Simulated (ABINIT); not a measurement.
**A GW chain in ABINIT: RbBr (Fm-3m)**

Aim: the G0W0 gap of RbBr (Fm-3m) on PBE, step by step.

Program: ABINIT 10.8.3. Level of theory: PBE and many-body steps on it, plane waves. Results are calculated unless marked as measured.

The database entry behind the starting cell differs from later determinations by our own check (about 0.5 % short), so it need not match the best structure at ambient conditions.

### Step 1. Set-up

The structure is cubic, space group Fm-3m (No. 225). The conventional cell has a = 6.854 Å, b = 6.854 Å, c = 6.854 Å, α = 90.00°, β = 90.00°, γ = 90.00°. Nearest to Rb lie 6 Br at 3.43 Å. Nearest to Br lie 6 Rb at 3.43 Å. Farther neighbours and most contacts between anions are not listed.

The cell and positions come from the Crystallography Open Database and are kept as given unless a step says otherwise.

### Step 2. Ground state

This step: ABINIT 10.8.3; DFT, PBE, plane waves, norm-conserving pseudopotentials.

The ground-state density comes first.

File run.abi:

```
acell 3*1.0 Angstrom
rprim 
  0.000000000000 3.427000000000 3.427000000000
  3.427000000000 0.000000000000 3.427000000000
  3.427000000000 3.427000000000 -0.000000000000
ntypat 2
znucl 37 35
natom 2
typat 1 2
xred 
  0.000000000000 0.000000000000 0.000000000000
  0.500000000000 0.500000000000 0.500000000000
pp_dirpath "pseudos"
pseudos "Rb.upf, Br.upf"
ecut 19
ngkpt 6 6 6
nshiftk 1
shiftk 0 0 0
kptopt 1
chksymbreak 0
nband 13
occopt 1
tolvrs 1e-10
nstep 60
prtwf 0
optforces 0
optstress 0
indata_prefix "in"
outdata_prefix "out"
tmpdata_prefix "tmp"
```

Started as:

```console
> OMP_NUM_THREADS=1 mpirun -n 8 abinit run.abi > log
```

Numbers of over 12 decimals in the logs are rounded to 6 here.

Log:

```text
.Version 10.8.3 of ABINIT. v10.8.2 released Aug 2026.

 Symmetries : space group Fm -3 m (#225); Bravais cF (face-center cubic)
================================================================================
 Values of the parameters that define the memory need of the present run
     intxc =       0    ionmov =       0      iscf =       7    lmnmax =       6
     lnmax =       6     mgfft =      36  mpssoang =       3    mqgrid =    3001
     natom =       2  nloc_mem =       1    nspden =       1   nspinor =       1
    nsppol =       1      nsym =      48    n1xccc =    2501    ntypat =       2
    occopt =       1   xclevel =       2
-    mband =          13        mffmem =           1         mkmem =           2
       mpw =        2174          nfft =       46656          nkpt =          16
================================================================================
  Rough estimation (10% accuracy) of disk space for files :
================================================================================

--------------------------------------------------------------------------------
------------- Echo of variables that govern the present computation ------------
--------------------------------------------------------------------------------
 -outvars: echo values of preprocessed input variables --------
            acell      1.8897261259E+00  1.8897261259E+00  1.8897261259E+00 Bohr

      chksymbreak           0
             ecut      1.90000000E+01 Hartree
-          fftalg         312

              ixc     -101130
              kpt      0.00000000E+00  0.00000000E+00  0.00000000E+00
                       1.66666667E-01  0.00000000E+00  0.00000000E+00
                       3.33333333E-01  0.00000000E+00  0.00000000E+00
                       5.00000000E-01  0.00000000E+00  0.00000000E+00
                       1.66666667E-01  1.66666667E-01  0.00000000E+00
                       3.33333333E-01  1.66666667E-01  0.00000000E+00
                       5.00000000E-01  1.66666667E-01  0.00000000E+00
                      -3.33333333E-01  1.66666667E-01  0.00000000E+00
                      -1.66666667E-01  1.66666667E-01  0.00000000E+00
   [... 5 further rows ...]
                      -3.33333333E-01  3.33333333E-01  1.66666667E-01
                      -3.33333333E-01  5.00000000E-01  1.66666667E-01
         kptrlatt        6    0    0      0    6    0      0    0    6
          kptrlen      5.49514580E+01
P           mkmem           2
            natom           2
            nband          13
            ngfft          36      36      36
             nkpt          16
            nstep          60
             nsym          48
           ntypat           2
              occ      2.000000  2.000000  2.000000  2.000000  2.000000  2.000000
                       2.000000  2.000000  0.000000  0.000000  0.000000  0.000000
                       0.000000
        optforces           0
        optstress           0
            prtwf           0
            rprim      0.0000000000E+00  3.4270000000E+00  3.4270000000E+00
[...]
spgroup         225

           tolvrs      1.00000000E-10

             xred      0.0000000000E+00  0.0000000000E+00  0.0000000000E+00
[...]
znucl       37.00000   35.00000

================================================================================

 chkinp: Checking input parameters for consistency.

================================================================================
== DATASET  1 ==================================================================
-   mpi_nproc: 8, omp_nthreads: 1 (-1 if OMP is not activated)

--- !DatasetInfo
iteration_state: {dtset: 1, }
dimensions: {natom: 2, nkpt: 16, mband: 13, nsppol: 1, nspinor: 1, nspden: 1, mpw: 2174, }
cutoff_energies: {ecut:  19.0, pawecutdg:  -1.0, }
electrons: {nelect:   1.60000000E+01, charge:   0.00000000E+00, occopt:   1.00000000E+00, tsmear:   1.00000000E-02, }

 Real(R)+Recip(G) space primitive vectors, cartesian coordinates (Bohr,Bohr^-1):
 R(1)=  0.0000000  6.4760914  6.4760914  G(1)= -0.0772071  0.0772071  0.0772071
 R(2)=  6.4760914  0.0000000  6.4760914  G(2)=  0.0772071 -0.0772071  0.0772071
 R(3)=  6.4760914  6.4760914  0.0000000  G(3)=  0.0772071  0.0772071 -0.0772071
 Unit cell volume ucvol=  5.4321144E+02 bohr^3
 Angles (23,13,12)=  6.00000000E+01  6.00000000E+01  6.00000000E+01 degrees

 getcut: wavevector=  0.0000  0.0000  0.0000  ngfft=  36  36  36
         ecut(hartree)=     19.000   => boxcut(ratio)=   2.00324

--- Pseudopotential description ------------------------------------------------
- Rb Generated using ONCVPSP code by D. R. Hamann
- 37.00000   9.00000  171031                  znucl, zion, pspdat
12 -101130 2 -1 2308                          pspcod,pspxc,lmax,lloc,mmax
     nproj     2     2     2
  pspatm : epsatm=   34.45470878
         --- l  ekb(1:nproj) -->
[...]
pspatm: atomic psp has been read  and splines computed

- Br Generated using ONCVPSP code by D. R. Hamann
- 35.00000   7.00000  171031                  znucl, zion, pspdat
12 -101130 2 -1 1098                          pspcod,pspxc,lmax,lloc,mmax
     nproj     2     2     2
  pspatm : epsatm=   11.64859065
         --- l  ekb(1:nproj) -->
[...]
2    2.589748    0.385882
 pspatm: atomic psp has been read  and splines computed

   7.37652791E+02                                ecore*ucvol(ha*bohr**3)
--------------------------------------------------------------------------------

_setup2: Arith. and geom. avg. npw (full set) are    2148.356    2148.321

================================================================================

--- !BeginCycle
iteration_state: {dtset: 1, }
solver: {iscf: 7, nstep: 60, nline: 4, wfoptalg: 0, }
tolerances: {tolvrs: 1.00E-10, }

     iter   Etot(hartree)      deltaE(h)  residm     vres2
 ETOT  1  -42.919326766497    -4.292E+01 2.148E-02 5.695E+01
 ETOT  2  -42.937657193746    -1.833E-02 1.882E-02 2.540E+00
 ETOT  3  -42.938068935353    -4.117E-04 1.819E-03 3.897E-01
 ETOT  4  -42.938088369368    -1.943E-05 6.787E-04 3.269E-02
 ETOT  5  -42.938089964393    -1.595E-06 5.464E-04 3.243E-04
 ETOT  6  -42.938089977893    -1.350E-08 1.993E-04 1.758E-06
 ETOT  7  -42.938089978009    -1.163E-10 1.308E-04 9.622E-08
 ETOT  8  -42.938089978019    -9.770E-12 7.673E-05 2.875E-09
 ETOT  9  -42.938089978018     9.237E-13 2.935E-05 6.802E-11

 At SCF step    9       vres2   =  6.80E-11 < tolvrs=  1.00E-10 =>converged.

--- !ResultsGS
iteration_state: {dtset: 1, }
comment   : Summary of ground state results
lattice_vectors:
- [  0.0000000,   6.4760914,   6.4760914, ]
- [  6.4760914,   0.0000000,   6.4760914, ]
- [  6.4760914,   6.4760914,  -0.0000000, ]
lattice_lengths: [   9.15858,    9.15858,    9.15858, ]
lattice_angles: [ 60.000,  60.000,  60.000, ] # degrees, (23, 13, 12)
lattice_volume:   5.4321144E+02
convergence: {deltae:  9.237E-13, res2:  6.802E-11, residm:  2.935E-05, diffor:  0.000E+00, }
etotal    :  -4.29380900E+01
entropy   :   0.00000000E+00
fermie    :  -3.82805169E-02
cartesian_stress_tensor: null
pressure_GPa: null
xred      :
- [  0.0000E+00,   0.0000E+00,   0.0000E+00, Rb]
- [  5.0000E-01,   5.0000E-01,   5.0000E-01, Br]
cartesian_forces: null
force_length_stats: {min: null, max: null, mean: null, }

 Integrated electronic density in atomic spheres:
 ------------------------------------------------
 Atom  Sphere_radius  Integrated_density
    1        2.00000          6.04011203
    2        2.00000          4.25675229
================================================================================

 ----iterations are completed or convergence reached----

 Mean square residual over all n,k,spin=   28.329E-08; max=  29.351E-06
 reduced coordinates (array xred) for    2 atoms
       0.000000000000      0.000000000000      0.000000000000
       0.500000000000      0.500000000000      0.500000000000
 rms dE/dt=  0.0000E+00; max dE/dt=  0.0000E+00; dE/dt below (all hartree)
    1       0.000000000000      0.000000000000      0.000000000000
    2       0.000000000000      0.000000000000      0.000000000000

 cartesian coordinates (angstrom) at end:
    1      0.000000     0.000000     0.000000
    2      3.427000     3.427000     3.427000
 length scales=  1.889726125908  1.889726125908  1.889726125908 bohr
              =  1.000000000000  1.000000000000  1.000000000000 angstroms
 prteigrs : about to open file out_EIG
 Fermi (or HOMO) energy (hartree) =  -0.03828   Average Vxc (hartree)=  -0.27156
 Eigenvalues (hartree) for nkpt=  16  k points:
 kpt#   1, nband= 13, wtk=  0.00463, kpt=  0.0000  0.0000  0.0000 (reduced coord)
  -0.93590   -0.48605   -0.35047   -0.35047   -0.35047   -0.03828   -0.03828   -0.03828
   0.12208    0.22944    0.22944    0.22944    0.26211
 prteigrs : prtvol=0 or 1, do not print more k-points.

--- !EnergyTerms
iteration_state     : {dtset: 1, }
comment             : Components of total free energy in Hartree
kinetic             :  1.16832611025282E+01
hartree             :  7.38146148238217E+00
xc                  : -1.22925326011354E+01
Ewald energy        : -2.83094525709479E+01
psp_core            :  1.35794780975051E+00
local_psp           : -2.38293239440909E+01
non_local_psp       :  1.07054874349506E+00
total_energy        : -4.29380899780182E+01
total_energy_eV     : -1.16840495105654E+03
band_energy         : -5.27028916339993E+00

== END DATASET(S) ==============================================================
================================================================================

 -outvars: echo values of variables after computation  --------
           etotal     -4.2938089978E+01
            nband          13
             nkpt          16
          spgroup         225
 [... the other variables as echoed above ...]

 Calculation completed.
```

The job ended after 3.3 s (8 MPI ranks of Arm Neoverse V2, shared host; peak memory 0.52 GiB).

Numbers from this step:

```
total energy               : -1168.4050 eV
gap                        : 4.364 eV
k of the valence top       : 0, 0, 0
k of the conduction bottom : 0, 0, 0
least direct gap           : 4.364 eV
```

The gap is direct, at Γ.

[end of part 1 of 3]

[Paths, hosts, dates, memory and timing lines, banners, echoed tables and standing remarks are left out of the program output.]

[Logs are printed without paths, hosts, clocks, repeated set-up lines and the standing remarks that a program may print on its own settings, such as how far it seeks lower states.]

[Runs of the session that timed out or met a known fault of the program may be left out.]

[Hosts, paths, dates, database ids (printed as entryN), source tags and the programs' standing remarks are cut or masked in the printed files.]

[G0W0 gaps are taken among the corrected bands and points alone; a level outside them can change the order at an edge.]

[Where Ansatz stands beside ABINIT at settings called matched, ABINIT's density can come from a denser mesh and the files from another edition; pairs whose starting gaps differed by over 0.03 eV were left out, so agreement reads better than it is.]
